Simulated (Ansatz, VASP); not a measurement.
# TaC2 in VASP and in Ansatz

```
CELL_PARAMETERS angstrom
3.23089 0.00000 0.00000
-1.61545 2.79803 0.00000
0.00000 0.00000 5.55616
ATOMIC_POSITIONS crystal
Ta 0.00000 0.00000 0.00000
C 0.33333 0.66667 0.19193
C 0.66667 0.33333 0.80807
```

Change from the starting cell: species swapped into the TiSe2 type (P-3m1, No. 164).

Alike in both runs: functional PBE; k mesh 18 × 18 × 8; occupations gaussian, width 0.1 eV; no spin polarisation.

Ansatz relaxed the structure, and its values are those at the end. VASP's run is a single point on that final structure, the one shown.

|  | VASP | Ansatz |
| --- | --- | --- |
| version | VASP 6.6.1 | Ansatz 0.2.0 |
| potentials or method | VASP PAW PBE potentials, release 64 (Ta_pv, C) | scalar-relativistic, plane waves, PAW |
| plane-wave cutoff (eV) | 520 | 420 |
| valence electrons in the cell | 19 | 21 |

|  | VASP | Ansatz | Ansatz less VASP |
| --- | --- | --- | --- |
| gap on the k mesh at the Fermi level (eV) | none | none | - |
| pressure (GPa) | 0.4 | 0.0 | -0.36 |
| rms of the force components (eV/Å) | 0.020 | 0.000 | -0.0194 |

A gap of «none» marks a metal or a gap that the smearing closes. The two sets of potentials don't hold the same shells in valence.

Caveats: this functional lacks dispersion, which binds the layers, so the pressure and a relaxed spacing across them are unreliable. The runs have no spin-orbit coupling, so splittings on Ta are missing.
